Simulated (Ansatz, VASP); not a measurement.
# C63N (substitutional N in diamond) in two plane-wave programs, part 3 of 3

Aim: how closely do two programs agree when they are given the same cell, functional and k mesh? Of the first pair: The structure shown is the start of the Ansatz relaxation below; VASP solves that cell, so the two are compared at the walk's first step.

VASP 6.6.1 and Ansatz 0.2.0.

So far. Step 6 (VASP: single point, LDA, start cell, pair 2): The run ends at a pressure of 4.63 GPa, with forces up to 4.6 eV/Å.

### Step 9. VASP: single point, LDA, relaxed cell, pair 3

Level of this step: LDA, spin-polarised from a ferromagnetic start; plane waves and PAW (C, N) (VASP).

The same cell, functional (in two slightly different forms), mesh and smearing now go to VASP, with its own data sets.

File INCAR:

```
SYSTEM = C63N
PREC = Accurate
ENCUT = 520
EDIFF = 1E-06
NELM = 200
ISMEAR = -1
SIGMA = 0.01
LREAL = Auto
ALGO = Normal
GGA = PW92
NBANDS = 176
ISPIN = 2
MAGMOM = 0.02 0.02 0.02 0.24 -0.01 -0.01 -0.01 0 0 0 0 0 0 0 0 0 0 0 0 0 0 0 0 -0 -0 0 0 0 0 0 0 0 0 0 0 0 0 0 0 -0 0 -0 0 0 0 0 0 0 -0 -0 0 0 0 0 0 0 0 0 0 -0 -0 -0 0 0.12
LORBIT = 11
LWAVE = .FALSE.
LCHARG = .FALSE.
ISIF = 2
NUPDOWN = 1
LASPH = .TRUE.
GGA_COMPAT = .FALSE.
NCORE = 2
```

File POSCAR:

```
C63N
1.0
    7.0641498500      0.0000000000      0.0000000000
    0.0000000000      7.0641498500      0.0000000000
    0.0000000000      0.0000000000      7.0641498500
C N
63 1
Direct
    0.9978803504      0.9975509328      0.2495528125
    0.9978803504      0.2495222779      0.9975814674
    0.2498516955      0.9975509328      0.9975814674
    0.2319599297      0.2316305121      0.2316610467
    0.1233093865      0.1229799689      0.3718849084
    0.1233093865      0.3718543738      0.1230105035
    0.3721837914      0.1229799689      0.1230105035
    0.0002701765      0.9999407589      0.7490880913
    0.0016027343      0.2502287212      0.4987396680
    0.2505581388      0.0012733167      0.4987396680
    0.2506278821      0.2502984645      0.7497958322
    0.1248031535      0.1244737359      0.8737501917
    0.1280123359      0.3743008291      0.6236814243
    0.3746302467      0.1276829183      0.6236814243
    0.3755661172      0.3752366996      0.8760380627
    0.0016027343      0.4987091334      0.2502592558
    0.0002701765      0.7490575567      0.9999712935
    0.2505581388      0.4987091334      0.0013038513
    0.2506278821      0.7497652976      0.2503289991
    0.1280123359      0.6236508897      0.3743313637
    0.1248031535      0.8737196571      0.1245042705
    0.3746302467      0.6236508897      0.1277134529
    0.3755661172      0.8760075281      0.3752672342
    0.0016995636      0.4999560335      0.7495592685
    0.0016995636      0.7495287339      0.4999865682
    0.2567215998      0.5025650140      0.5025955486
    0.2507521897      0.7506324059      0.7506629405
    0.1261411266      0.6245517217      0.8755182984
    0.1261411266      0.8754877638      0.6245822563
    0.3768255204      0.6275932128      0.6276237474
    0.3750134920      0.8743709100      0.8744014446
    0.4990385510      0.0012733167      0.2502592558
    0.4990385510      0.2502287212      0.0013038513
    0.7493869743      0.9999407589      0.9999712935
    0.7500947152      0.2502984645      0.2503289991
    0.6239803073      0.1276829183      0.3743313637
    0.6239803073      0.3743008291      0.1277134529
    0.8740490747      0.1244737359      0.1245042705
    0.8763369457      0.3752366996      0.3752672342
    0.5002854512      0.0013701460      0.7495592685
    0.5028944316      0.2563921822      0.5025955486
    0.7498581515      0.0013701460      0.4999865682
    0.7509618235      0.2504227721      0.7506629405
    0.6248811393      0.1258117090      0.8755182984
    0.6279226305      0.3764961028      0.6276237474
    0.8758171814      0.1258117090      0.6245822563
    0.8747003276      0.3746840744      0.8744014446
    0.5028944316      0.5025650140      0.2564227168
    0.5002854512      0.7495287339      0.0014006806
    0.7498581515      0.4999560335      0.0014006806
    0.7509618235      0.7506324059      0.2504533067
    0.6279226305      0.6275932128      0.3765266374
    0.6248811393      0.8754877638      0.1258422436
    0.8758171814      0.6245517217      0.1258422436
    0.8747003276      0.8743709100      0.3747146090
    0.5013396823      0.5010102647      0.7520499009
    0.5013396823      0.7520193663      0.5010407993
    0.7523487839      0.5010102647      0.5010407993
    0.7508459603      0.7505165427      0.7505470773
    0.6258062904      0.6254768728      0.8766373492
    0.6258062904      0.8766068146      0.6255074074
    0.8769362322      0.6254768727      0.6255074074
    0.8753853402      0.8750559226      0.8750864572
    0.3921382421      0.3918088245      0.3918393591
```

File KPOINTS:

```
Automatic mesh
0
Gamma
1 1 1
0 0 0
```

Potentials, in the order of the species: C and N (LDA family, release 64).

Command:

```
mpirun -np 8 vasp_gam
```

Numbers of over 12 decimals in the logs are rounded to 6 here.

Output:

```text
[... set-up lines as in an earlier step ...]
 entering main loop
       N       E                     dE             d eps       ncg     rms          rms(c)
DAV:   1     0.172877649262E+04    0.17288E+04   -0.15768E+05   712   0.152E+03
DAV:   2    -0.502490026135E+03   -0.22313E+04   -0.20646E+04   936   0.349E+02
DAV:   3    -0.664097441463E+03   -0.16161E+03   -0.15927E+03   872   0.898E+01
DAV:   4    -0.667652323991E+03   -0.35549E+01   -0.35357E+01   864   0.145E+01
[...]
DAV:  13    -0.638497433502E+03   -0.66422E-05   -0.21901E-05   856   0.123E-02    0.236E-02
DAV:  14    -0.638497436282E+03   -0.27796E-05   -0.39397E-06   792   0.611E-03    0.751E-03
DAV:  15    -0.638497436296E+03   -0.14290E-07   -0.93306E-07   504   0.298E-03
   1 F= -.63849744E+03 E0= -.63849744E+03  d E =-.377523E-13  mag=     1.0000
```

From OUTCAR (step 9):

```text
  FREE ENERGIE OF THE ION-ELECTRON SYSTEM (eV)
  ---------------------------------------------------
  free  energy   TOTEN  =      -638.4974362962 eV

  energy  without entropy=     -638.4974362962  energy(sigma->0) =     -638.49743630

 magnetization (x)
# of ion       s       p       d       tot
------------------------------------------
    1        0.005   0.013   0.000   0.019
    2        0.005   0.013   0.000   0.019
    3        0.005   0.013   0.000   0.019
    4        0.026   0.296   0.000   0.323
    5       -0.002  -0.009   0.000  -0.011
    6       -0.002  -0.009   0.000  -0.011
    7       -0.002  -0.009   0.000  -0.011
    8        0.001  -0.000   0.000   0.001
    9        0.001   0.004   0.000   0.005
   10        0.001   0.004   0.000   0.005
   11        0.000   0.003   0.000   0.003
   12        0.002  -0.001   0.000   0.001
   13        0.000   0.001   0.000   0.001
[...]
--------------------------------------------------
tot          0.118   0.479   0.000   0.597

[... 1 part as in an earlier step ...]
```

The run ends at a pressure of 4.77 GPa, with forces up to 0.034 eV/Å.

### Step 10. Comparison

What differs besides the data sets and the points named for the pairs above, as far as they apply: site moments are counted in spheres of each program's own size. Total energies have different zeros and are not compared.

Both answers:

| quantity | Ansatz | VASP | difference |
| --- | --- | --- | --- |
| total moment, fixed by the input (μB) | 1.00 | 1.00 | 0.00 |
| moment on C4 (μB) | 0.24 | 0.32 | -0.08 |
| moment on N64 (μB) | 0.12 | 0.14 | -0.02 |

At this near-relaxed geometry the largest component of a force difference is 36 meV/Å.

### Step 11. What came out

```yaml
r_m_s_force_difference_single_point_lda_start_cell_pair_1: 0.85 % of the r.m.s. force
r_m_s_force_difference_single_point_lda_start_cell_pair_2: 1.1 % of the r.m.s. force
difference_in_moment_on_c4_single_point_lda_relaxed_cell_pair_3: -0.079 μB
r_m_s_force_difference_single_point_lda_relaxed_cell_pair_3: 8.1 meV/Å
```

In words: The r.m.s. force difference is 8.1 meV/Å (single point, LDA, relaxed cell, pair 3), within the 12 meV/Å picked in this series as the mark of a large difference. 1 further run of this series is not shown here. How closely two codes agree says nothing of how well the functional describes the real material.

[Lines on the potential files, build, host, timing and source positions are cut from VASP's logs without a mark.]

[Logs are printed without paths, hosts, clocks, repeated set-up lines and the standing remarks that a program may print on its own settings, such as how far it seeks lower states.]

[Hosts, paths, dates, database ids (printed as entryN), source tags and the programs' standing remarks are cut or masked in the printed files.]
